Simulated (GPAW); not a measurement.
# P in GPAW: equation of state with LDA

Aim: the equation of state of P with LDA.

Everything below comes from runs of GPAW 26.7.0. Logs are shortened: lines on timing, memory, paths and dates and some standing lists are left out, and cuts for length are marked. The log counts tension as positive stress, the text compression.

## Step 1: The structure

The cell holds a slab with vacuum, 4 atoms: a = 3.284 Å, b = 34.857 Å, c = 4.632 Å, α = 90.00°, β = 90.00°, γ = 90.00°.

## Step 2: Equation of state, LDA

Contents of run.py:

```python
from ase import Atoms
from ase.eos import EquationOfState
from ase.io import Trajectory
from ase.units import GPa
from gpaw import GPAW, PW

atoms = Atoms(['P', 'P', 'P', 'P'],
              cell=[[3.28372772, 0.0, 0.0],
                    [0.0, 34.85703099, 0.0],
                    [0.0, 0.0, 4.63208471]],
              scaled_positions=[[0.5, 0.97026143, 0.90784928],
                                [0.5, 0.02973857, 0.09215072],
                                [0.0, 0.02973857, 0.40784928],
                                [0.0, 0.97026143, 0.59215072]],
              pbc=True)

traj = Trajectory('eos.traj', 'w')
volumes, energies = [], []
for x in [0.94, 0.96, 0.98, 1.0, 1.02, 1.04, 1.06]:
    a = atoms.copy()
    a.set_cell(atoms.cell * x**(1 / 3), scale_atoms=True)
    calc = GPAW(mode=PW(600),
                xc='LDA',
                kpts={'size': (7, 1, 5), 'gamma': True},
                occupations={'name': 'fermi-dirac', 'width': 0.05},
                nbands=21,
                convergence={'density': 1e-05, 'energy': 1e-05},
                maxiter=150,
                txt=f'eos-{x:.2f}.txt')
    a.calc = calc
    energies.append(a.get_potential_energy(force_consistent=True))
    volumes.append(a.get_volume())
    p = -a.get_stress()[:3].mean() / GPa
    calc.write(f'eos-{x:.2f}.gpw')
    traj.write(a)
    print(f'{x:.2f} {volumes[-1]:10.4f} A^3 {energies[-1]:14.6f} eV {p:9.3f} GPa', flush=True)

v0, e0, B = EquationOfState(volumes, energies, eos='birchmurnaghan').fit()
print(f'V0 = {v0:.4f} A^3, E0 = {e0:.6f} eV, B0 = {B / GPa:.2f} GPa')
```

Potentials or basis: the program's PAW data sets (release 1.2.1) made for this functional, pw.

Started as:

```bash
OMP_NUM_THREADS=1 python run.py
```

The log of the run:

```text
__  _  _
 | _ |_)|_||  |
 |__||  | ||/\| - 26.7.0

Input parameters:
  mode=PW(ecut=600.0),
  convergence={'density': 1e-05, 'energy': 1e-05},
  kpts=MonkhorstPack(size=(7, 1, 5), gamma=True),
  maxiter=150,
  nbands=21,
  occupations=Occupations(name='fermi-dirac', width=0.05),
  xc=XC(name='LDA')

Diagonalizing LCAO Hamiltonian
Converting LCAO to pw mode
                      .-------.
                     /|  P    |
                    / |       |
                   / P|       |
                  /   |       |
                 /    |       |
                /     .-------.
               /     /       /
              /     /       /
             /     /       /
            /     /       /
           /     /       /
          /     /       /
         /     /       /
        /     /       /
       /     /       /
      /     /       /
     /     /       /
    /     /       /
   /     /       /
  /     /       /
 *     /       /
 |    /       /
 |   /       /
 |P /       /
 | /       /
 |/   P   /
 *-------*

Atoms  # Å, Bohr magnetons
|   | symbol |        x |         y |        z |    initial magnetic moments |
|---|--------|----------|-----------|----------|-----------------------------|
| 0 |      P | 1.608347 | 33.130026 | 4.119390 | ( 0.0000,  0.0000,  0.0000) |
| 1 |      P | 1.608347 |  1.015437 | 0.418136 | ( 0.0000,  0.0000,  0.0000) |
| 2 |      P | 0.000000 |  1.015437 | 1.850627 | ( 0.0000,  0.0000,  0.0000) |
| 3 |      P | 0.000000 | 33.130026 | 2.686899 | ( 0.0000,  0.0000,  0.0000) |

Unit cell  # Å
| periodic |        x |         y |        z |   lengths |    angles |
|----------|----------|-----------|----------|-----------|-----------|
|      yes | 3.216694 |  0.000000 | 0.000000 |  3.216694 | 90.000000 |
|      yes | 0.000000 | 34.145463 | 0.000000 | 34.145463 | 90.000000 |
|      yes | 0.000000 |  0.000000 | 4.537526 |  4.537526 | 90.000000 |

Number of symmetries: 4
Symmetry operations  # r_c * U_cc + t_c -> r_c
|   | kind |            matrix            |
|---|------|------------------------------|
| 0 |  E   |  1, 0, 0,  0, 1, 0,  0, 0, 1 |
| 1 |  C2  |  1, 0, 0,  0,-1, 0,  0, 0,-1 |
| 2 |  σ   | -1, 0, 0,  0, 1, 0,  0, 0, 1 |
| 3 |  i   | -1, 0, 0,  0,-1, 0,  0, 0,-1 |

BZ-sampling:
  Number of BZ points: 35
  Number of IBZ points: 12

  Monkhorst-Pack size: [7, 1, 5]
  Monkhorst-Pack shift: [0, 0, 0]

K-points  # in reciprocal-cell coordinates
|     |                                coordinates |     weight |
|-----|--------------------------------------------|------------|
|   0 | (  0.00000000,   0.00000000,   0.00000000) | 0.02857143 |
|   1 | (  0.00000000,   0.00000000,   0.20000000) | 0.05714286 |
|   2 | (  0.00000000,   0.00000000,   0.40000000) | 0.05714286 |
|   3 | (  0.14285714,   0.00000000,   0.00000000) | 0.05714286 |
|   4 | (  0.14285714,   0.00000000,   0.20000000) | 0.11428571 |
|   5 | (  0.14285714,   0.00000000,   0.40000000) | 0.11428571 |
|   6 | (  0.28571429,   0.00000000,   0.00000000) | 0.05714286 |
|   7 | (  0.28571429,   0.00000000,   0.20000000) | 0.11428571 |
|   8 | (  0.28571429,   0.00000000,   0.40000000) | 0.11428571 |
|   9 | (  0.42857143,   0.00000000,   0.00000000) | 0.05714286 |
| ... |                                            |            |
|  11 | (  0.42857143,   0.00000000,   0.40000000) | 0.11428571 |

Plane wave coefficients: 16724
Cutoff: 600.0 eV

Spin-components: 1 (collinear spins)
Bands:           21
Projectors:      20
Spin-degeneracy: 2
Datatype:        complex128

Parallelization:
  kpt:    1
  domain: 1
  band:   1

Density:
  Valence electrons: 20.0
  Components: 1
  Grid points: [ 20 196  27]
  Charge: 0.0  # |e|

Potential:
  Grid points: [ 20 196  27]

species:
  P:
    name:    Phosphorus
    Z:       15.0
    valence: 5
    core:    10
    charge:  0.0  # [|e|]
    compensation charges:
      type: gauss
      rc: 0.30  # [Å]
      lmax: 2
    cutoffs:
      filter: 1.69  # [Å]
      core: 1.81  # [Å]
    projectors
    | kind |    occ | energy [eV] | rcut [Å] |
    |------|--------|-------------|----------|
    |   3s |  2.000 |     -14.015 |    0.953 |
    |   3p |  3.000 |      -5.596 |    0.953 |
    |    s |        |      13.197 |    0.953 |
    |    p |        |      21.615 |    0.953 |
    |    d |        |       0.000 |    0.953 |

    Using partial waves for P as LCAO basis

Reference energy: -37090.423230  # eV

eigensolver:
  PPCG
  Converge bands: occupied
  niter=2

density mixing:
  MSR1-Mixer
  Pratt-step length: 0.05
  Maximum mixing coefficient: 0.75
  Old densities: 10
  SVD Regularization: 0.005
  Good broyden scale: 1.0
  Trust region scale: 1.0
  Backstep threshold: 4.0
  History deletion threshold: 6.0
  Fourier metric: weight=20.0, sigma=0.015

occupation numbers:
  Fermi-Dirac:
    width: 0.0500  # eV

poisson solver:
  ecut: 4800.0  # eV

xc functional:
  name: None

convergence criteria:
- Maximum integral of absolute [dens]ity change: 1e-05 electrons / valence electron
- Maximum [total energy] change in last 3 cyles: 1e-05 eV / valence electron
- Maximum integral of absolute [eigenst]ate change: 4e-08 eV^2 / valence electron
maximum number of iterations: 150

SCF iterations
|iter     | |      energy | eigst |  dens |
|---------|-|-------------|-------|-------|
|iter:   1| |  -23.738845 | +0.28 |       |
|iter:   2| |  -23.776636 | -1.31 | -0.98 |
|iter:   3| |  -23.568530 | -2.04 | -1.01 |
|iter:   4| |  -23.548014 | -2.50 | -1.46 |
|iter:   5| |  -23.542810 | -3.22 | -1.94 |
|iter:   6| |  -23.542395 | -4.15 | -2.31 |
|iter:   7| |  -23.542408 | -4.89 | -2.87 |
|iter:   8| |  -23.542409c| -5.74 | -3.67 |
|iter:   9| |  -23.542409c| -6.27 | -4.19 |
|iter:  10| |  -23.542410c| -6.90 | -4.98 |
|iter:  11| |  -23.542410c| -7.36 | -5.36c|
|iter:  12| |  -23.542410c| -7.81c| -5.84c|

Converged in 12 steps
Energy contributions relative to reference atoms: (reference = -37090.423230)

Energy contributions:
  Kinetic:          34.424759
  Coulomb:         -31.082005
  Zero:             -0.111731
  External:          0.000000
  Xc:              -26.773418
  Entropy:          -0.000029
  Spinorbit:         0.000000
  ----------------------------
  Free energy:     -23.542424
  Extrapolated:    -23.542410

dipole moment: (-17.435210, 0.000049, 0.000007)  # |e|*Ang

Fermi level: -3.027
Eigenvalues  # (at kpt = [0.000, 0.000, 0.000])
| band index |      eig [eV] | occ [0-2] |
|------------|---------------|-----------|
|          0 |       -19.131 |     2.000 |
|        ... |               |           |
|          2 |       -12.918 |     2.000 |
|          3 |        -9.589 |     2.000 |
|          4 |        -8.429 |     2.000 |
|          5 |        -7.955 |     2.000 |
|          6 |        -7.102 |     2.000 |
|          7 |        -5.405 |     2.000 |
[... 8 lines left out ...]
|         16 |         1.659 |     0.000 |
|         17 |         1.801 |     0.000 |
|        ... |               |           |
|         20 |         2.920 |     0.000 |

Gap: 0.805 eV
Transition (v -> c):
  (s=0, k=3, n=9, [0.14, 0.00, 0.00]) -> (s=0, k=0, n=10, [0.00, 0.00, 0.00])
Direct/indirect transitions are different
Direct gap: 0.814 eV
Transition at: (s=0, k=0, n=9, [0.00, 0.00, 0.00])

Stress tensor  # eV/Ang^3
|         x |         y |         z |
|-----------|-----------|-----------|
| -0.004404 |  0.000000 |  0.000000 |
|  0.000000 | -0.003396 | -0.000000 |
|  0.000000 | -0.000000 | -0.003433 |

# Writing to eos-0.94.gpw (mode='')
```

It took 8.9 min on 1 thread of Arm Neoverse V1, shared host; peak memory 0.83 GiB.

Results:

* Equilibrium volume: 130.41 Å³/atom
* Bulk modulus at fixed shape and positions: 12.0 GPa
* Pressure derivative of the bulk modulus: 4.4

Energy against volume, from the lowest point:
| volume (Å³/atom) | energy (meV/atom) |
| --- | --- |
| 124.595 | 10.44 |
| 127.246 | 2.92 |
| 129.897 | 0.00 |
| 132.548 | 1.20 |
| 135.199 | 6.10 |
| 137.850 | 14.30 |
| 140.501 | 25.47 |

Caveat: the cell was scaled at fixed shape and fractional positions, which overstates the stiffness of a crystal with free parameters, most of all of layers and chains.
